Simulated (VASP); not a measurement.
# Ga (Im-3m) in VASP: notebook

Runs on Ga. Level: PBE. Tasks: single point.

Program: VASP 6.6.1. These are calculated values, not measurements. Logs are shortened: lines on timing, memory, paths and dates and some standing lists are left out, and cuts for length are marked.

## Step 1: The structure

Symmetry: Im-3m, No. 229, cubic system. Conventional cell: a = 3.397 Å, b = 3.397 Å, c = 3.397 Å, α = 90.00°, β = 90.00°, γ = 90.00°. Ga (site symmetry m-3m) has 8 Ga at 2.94 Å as nearest neighbours.

The cell was built by a generator and needn't be a form met in nature.

## Step 2: Single point, PBE

The input, INCAR:

```
  ALGO = Normal
  EDIFF = 1E-6
  ENCUT = 520
  GGA = PE
  ISIF = 2
  ISMEAR = 0
  LASPH = True
  LCHARG = False
  LREAL = False
  LWAVE = False
  NBANDS = 12
  NELM = 100
  PREC = Accurate
  SIGMA = 0.05
```

The input, KPOINTS:

```
k-points
0
Gamma
  8 8 8
```

The input, POSCAR:

```
Ga
1.0
   -1.6983540875      1.6983540875      1.6983540875
    1.6983540875     -1.6983540875      1.6983540875
    1.6983540875      1.6983540875     -1.6983540875
Ga
1
Direct
    0.0000000000      0.0000000000      0.0000000000
```

Potentials or basis: VASP PAW PBE potentials, release 64 (Ga_d).

The run is started by

```bash
$ cat potpaw_PBE.64/Ga_d/POTCAR > POTCAR
$ mpirun -np 1 vasp_std > vasp.out
```

OUTCAR:

```text
EDIFF = 1E-6
   ENCUT = 520
   GGA = PE
   ISIF = 2
   ISMEAR = 0
   LASPH = True
   LREAL = False
   NELM = 100
   PREC = Accurate

 ion  position               nearest neighbor table
   1  0.000  0.000  0.000-

  LATTYP: Found a body centered cubic cell.
 ALAT       =     3.3967081750

  Lattice vectors:

 A1 = (  -1.6983540875,   1.6983540875,   1.6983540875)
 A2 = (   1.6983540875,  -1.6983540875,   1.6983540875)
 A3 = (   1.6983540875,   1.6983540875,  -1.6983540875)

Analysis of symmetry for initial positions (statically):
=====================================================================
 Subroutine PRICEL returns:
 Original cell was already a primitive cell.

 Routine SETGRP: Setting up the symmetry group for a
 body centered cubic supercell.

 Subroutine GETGRP returns: Found 48 space group operations
 (whereof 48 operations were pure point group operations)
 out of a pool of 48 trial point group operations.

The static configuration has the point symmetry O_h .

Analysis of symmetry for dynamics (positions and initial velocities):
=====================================================================
 Subroutine PRICEL returns:
 Original cell was already a primitive cell.

 Routine SETGRP: Setting up the symmetry group for a
 body centered cubic supercell.

 Subroutine GETGRP returns: Found 48 space group operations
 (whereof 48 operations were pure point group operations)
 out of a pool of 48 trial point group operations.

The dynamic configuration has the point symmetry O_h .

 Subroutine INISYM returns: Found 48 space group operations
 (whereof 48 operations are pure point group operations),
 and found     1 'primitive' translations

----------------------------------------------------------------------------------------

                                     Primitive cell

  volume of cell :      19.5950

  direct lattice vectors                    reciprocal lattice vectors
    -1.698354088  1.698354088  1.698354088     0.000000000  0.294402683  0.294402683
     1.698354088 -1.698354088  1.698354088     0.294402683  0.000000000  0.294402683
     1.698354088  1.698354088 -1.698354088     0.294402683  0.294402683  0.000000000

  length of vectors
     2.941635569  2.941635569  2.941635569     0.416348267  0.416348267  0.416348267

  position of ions in fractional coordinates (direct lattice)
     0.000000000  0.000000000  0.000000000

  ion indices of the primitive-cell ions
   primitive index   ion index
                 1           1

----------------------------------------------------------------------------------------

 KPOINTS: k-points

Automatic generation of k-mesh.
 Grid dimensions read from file:
 generate k-points for:    8    8    8

 Generating k-lattice:

  Cartesian coordinates                     Fractional coordinates (reciprocal lattice)
     0.000000000  0.036800335  0.036800335     0.125000000  0.000000000  0.000000000
     0.036800335  0.000000000  0.036800335     0.000000000  0.125000000  0.000000000
     0.036800335  0.036800335  0.000000000     0.000000000  0.000000000  0.125000000

  Length of vectors
     0.052043533  0.052043533  0.052043533

  Shift w.r.t. Gamma in fractional coordinates (k-lattice)
     0.000000000  0.000000000  0.000000000

 Subroutine IBZKPT returns following result:
 ===========================================

 Found     29 irreducible k-points:

 Following reciprocal coordinates:
            Coordinates               Weight
  0.000000  0.000000  0.000000      1.000000
  0.125000  0.000000  0.000000     12.000000
  0.250000  0.000000  0.000000     12.000000
  0.375000  0.000000  0.000000     12.000000
  0.500000  0.000000  0.000000      6.000000
  0.125000  0.125000  0.000000     24.000000
[... 16 lines left out ...]
 -0.250000  0.250000  0.250000      6.000000
 -0.375000  0.375000  0.250000     24.000000
 [... further k-points ...]
   k-points           NKPTS =     29   k-points in BZ     NKDIM =     29   number of bands    NBANDS=     12
   number of dos      NEDOS =    301   number of ions     NIONS =      1
   total plane-waves  NPLWV =  13824
   dimension x,y,z NGX =    24 NGY =   24 NGZ =   24
   dimension x,y,z NGXF=    48 NGYF=   48 NGZF=   48
   ions per type =               1
   NGX,Y,Z   is equivalent  to a cutoff of  13.56, 13.56, 13.56 a.u.
   NGXF,Y,Z  is equivalent  to a cutoff of  27.13, 27.13, 27.13 a.u.
 SYSTEM =  unknown system
   PREC   = accura    normal or accurate (medium, high low for compatibility)
   ISTART =      0    job   : 0-new  1-cont  2-samecut
   ICHARG =      2    charge: 1-file 2-atom 10-const
   ISPIN  =      1    spin polarized calculation?
   LNONCOLLINEAR =      F non collinear calculations
   LSORBIT =      F    spin-orbit coupling
   LASPH  =      T    aspherical Exc in radial PAW
   ENCUT  =  520.0 eV  38.22 Ry    6.18 a.u.   5.47  5.47  5.47*2*pi/ulx,y,z
   NELM   =    100;   NELMIN=  2; NELMDL= -5     # of ELM steps
   EDIFF  = 0.1E-05   stopping-criterion for ELM
   LREAL  =      F    real-space projection
   EDIFFG = 0.1E-04   stopping-criterion for IOM
   NSW    =      0    number of steps for IOM
   IBRION =     -1    ionic relax: 0-MD 1-quasi-New 2-CG
   NFREE  =      0    steps in history (QN), initial steepest desc. (CG)
   ISIF   =      2    stress and relaxation
   ISYM   =      2    0-nonsym 1-usesym 2-fastsym
   POTIM  = 0.5000    time-step for ionic-motion
   TEBEG  =    0.0;   TEEND  =   0.0 temperature during run
   PSTRESS=    0.0 pullay stress
   NELECT =      13.0000    total number of electrons
   NUPDOWN=      -1.0000    fix difference up-down
   EMIN   =  10.00;   EMAX   =-10.00  energy-range for DOS
   EFERMI =   0.00;   METHOD = LEGACY
   ISMEAR =     0;   SIGMA  =   0.05  broadening in eV -4-tet -1-fermi 0-gaus
   EFERMI_NEDOS =   21; number of points for ismear=-14 and -15
   IALGO  =     38    algorithm
   IMIX   =      4    mixing-type and parameters
     AMIX     =   0.40;   BMIX     =  1.00
     AMIX_MAG =   1.60;   BMIX_MAG =  1.00
  volume/ion in A,a.u.               =      19.59       132.23
  Fermi-wavevector in a.u.,A,eV,Ry     =   1.427823  2.698194 27.737906  2.038679
  Thomas-Fermi vector in A             =   2.547951
   LORBIT       =      0    0 simple, 1 ext, 2 COOP (PROOUT), +10 PAW based schemes
   GGA     = PE    functional components
   LHFCALC =     F    Hartree Fock is set to
   AEXX    =    0.0000 exact exchange contribution
   IVDW    =     0    specifies the selected vdW correction
   LEPSILON=     F    determine dielectric tensor
   LRPA    =     F    only Hartree local field effects (RPA)
 non-spin polarized calculation
 Gauss-broadening in eV      SIGMA  =   0.05
  energy-cutoff  :      520.00
  volume of cell :       19.59
 maximum number of plane-waves:       543
 NGX is ok and might be reduce to    24
   NGX = 11   NGY = 11   NGZ = 11

 number of electron      12.9999993 magnetization

 Free energy of the ion-electron system (eV)
  ---------------------------------------------------
  ext. energy  EPLUGINS =         0.00000000
  ---------------------------------------------------
  free energy    TOTEN  =        -2.83108801 eV

  energy without entropy =       -2.82808848  energy(sigma->0) =       -2.82958824

 E-fermi :   5.3574     XC(G=0): -10.8339

 val. band max:        5.3530033467   @ k =  -0.3750   0.3750   0.1250
 cond. band min:       5.6193109944   @ k =   0.2500   0.2500   0.0000
 fundamental gap:      0.2663076477
 Fermi energy:         5.3573564855

 k-point     1 :       0.0000    0.0000    0.0000
  band No.  band energies     occupation
      1      -9.6860      2.00000
      2      -9.6860      2.00000
      3      -9.6860      2.00000
      4      -9.5152      2.00000
      5      -9.5152      2.00000
      6      -5.5421      2.00000
      7      17.3293      0.00000
      8      17.3293      0.00000
      9      17.3293      0.00000
     10      22.0090      0.00000
     11      22.0090      0.00000
     12      22.0090      0.00000

 k-point     2 :       0.1250    0.0000    0.0000
  band No.  band energies     occupation
      1      -9.6971      2.00000
      2      -9.6790      2.00000
      3      -9.6467      2.00000
      4      -9.5259      2.00000
      5      -9.5153      2.00000
      6      -5.1280      2.00000
      7      14.2476      0.00000
      8      15.8339      0.00000
      9      16.7146      0.00000
     10      19.5533      0.00000
     11      19.7081      0.00000
     12      21.7704      0.00000

 k-point     3 :       0.2500    0.0000    0.0000
  band No.  band energies     occupation
      1      -9.7239      2.00000
      2      -9.6824      2.00000
      3      -9.5501      2.00000
      4      -9.5391      2.00000
      5      -9.5152      2.00000
      6      -3.8737      2.00000
      7       9.3889      0.00000
      8      13.8305      0.00000
      9      15.4252      0.00000
     10      17.8914      0.00000
     11      17.9104      0.00000
     12      22.4678      0.00000
[... 286 lines left out ...]
 k-point    23 :      -0.2500    0.2500    0.2500
  band No.  band energies     occupation
      1      -9.6385      2.00000
      2      -9.5942      2.00000
      3      -9.5942      2.00000
      4      -9.5716      2.00000
      5      -9.5586      2.00000
      6      -2.2103      2.00000
      7      10.3284      0.00000
      8      10.3284      0.00000
      9      10.6609      0.00000
     10      13.8752      0.00000
     11      24.0512      0.00000
     12      24.0623      0.00000

 k-point    24 :      -0.3750    0.3750    0.2500
  band No.  band energies     occupation
      1      -9.6854      2.00000
      2      -9.6275      2.00000
      3      -9.5965      2.00000
      4      -9.5431      2.00000
      5      -9.4666      2.00000
      6      -0.1457      2.00000
      7       6.4761      0.00000
      8       9.0321      0.00000
      9      10.7039      0.00000
     10      14.1153      0.00000
     11      20.2088      0.00000
     12      23.2459      0.00000

 [... further k-points ...]

------------------------ aborting loop because EDIFF is reached ----------------------------------------

  FORCE on cell =-STRESS in cart. coord.  units (eV):
  Direction    XX          YY          ZZ          XY          YZ          ZX
  --------------------------------------------------------------------------------------
  -------------------------------------------------------------------------------------
  Total       -0.0873375     -0.0873375     -0.0873375      0.0000000     -0.0000000      0.0000000
  in kB       -7.1411210     -7.1411210     -7.1411210      0.0000000     -0.0000000      0.0000000
  external PRESSURE =      -7.1411210 kB  Pullay stress =       0.0000000 kB

 VOLUME and BASIS-vectors are now :
 -----------------------------------------------------------------------------
  energy-cutoff  :      520.00
  volume of cell :       19.59
      direct lattice vectors                 reciprocal lattice vectors
    -1.698354088  1.698354088  1.698354088     0.000000000  0.294402683  0.294402683
     1.698354088 -1.698354088  1.698354088     0.294402683  0.000000000  0.294402683
     1.698354088  1.698354088 -1.698354088     0.294402683  0.294402683  0.000000000

 POSITION                                       TOTAL-FORCE (eV/Angst)
 -----------------------------------------------------------------------------------
      0.00000      0.00000      0.00000         0.000000      0.000000      0.000000
 -----------------------------------------------------------------------------------
    total drift:                               -0.000000      0.000000      0.000000

  FREE ENERGIE OF THE ION-ELECTRON SYSTEM (eV)
  ---------------------------------------------------
  free  energy   TOTEN  =        -2.8310880106 eV

  energy  without entropy=       -2.8280884776  energy(sigma->0) =       -2.82958824
```

It took 3.5 s on 1 thread of Intel Xeon Platinum 8488C (Sapphire Rapids), shared host; peak memory 0.13 GiB.

Results:

```yaml
Free_energy: -2.8311 eV
Pressure: -0.7 GPa
Band_gap_on_the_k_mesh: none (metal or under the smearing width)
```

## Step 3: Single point, PBE, non-collinear spin, zero start, spin-orbit coupling

This run uses another cell than the first one, of 19.16 Å³/atom, 0.978 times its volume.

The input, INCAR:

```
SYSTEM = Ga
ALGO = Normal
EDIFF = 1E-7
ENCUT = 520
GGA = PE
GGA_COMPAT = .FALSE.
ISIF = 2
ISMEAR = 0
LASPH = .TRUE.
LCHARG = .FALSE.
LORBIT = 11
LORBMOM = .TRUE.
LREAL = .FALSE.
LSORBIT = .TRUE.
LWAVE = .FALSE.
MAGMOM = 0 0 0
NBANDS = 24
NELM = 150
PREC = Accurate
SIGMA = 0.05
```

The input, KPOINTS:

```
k-points
0
G
  18 18 18
  0 0 0
```

The input, POSCAR:

```
Ga
1.0
   -1.6858312043      1.6858312043      1.6858312043
    1.6858312043     -1.6858312043      1.6858312043
    1.6858312043      1.6858312043     -1.6858312043
Ga
1
Direct
    0.0000000000      0.0000000000      0.0000000000
```

Potentials or basis: VASP PAW PBE potentials, release 64 (Ga_d).

The run is started by

```bash
$ cat potpaw_PBE.64/Ga_d/POTCAR > POTCAR
$ mpirun -np 1 vasp_ncl > vasp.out
```

Run time: 85 s. Hardware: 1 thread of Intel Xeon Platinum 8488C (Sapphire Rapids), shared host; peak memory 0.27 GiB.

The run converged. Its results:

```
Free energy                                           : -2.8782 eV
Pressure                                              : 0.1 GPa
Net moment                                            : 0.00 μB per cell
Valence electrons inside the program's atomic spheres : Ga 11.51
```

Moments on the atoms (μB; x, y, z):
```
Ga  0.00 0.00 0.00
```
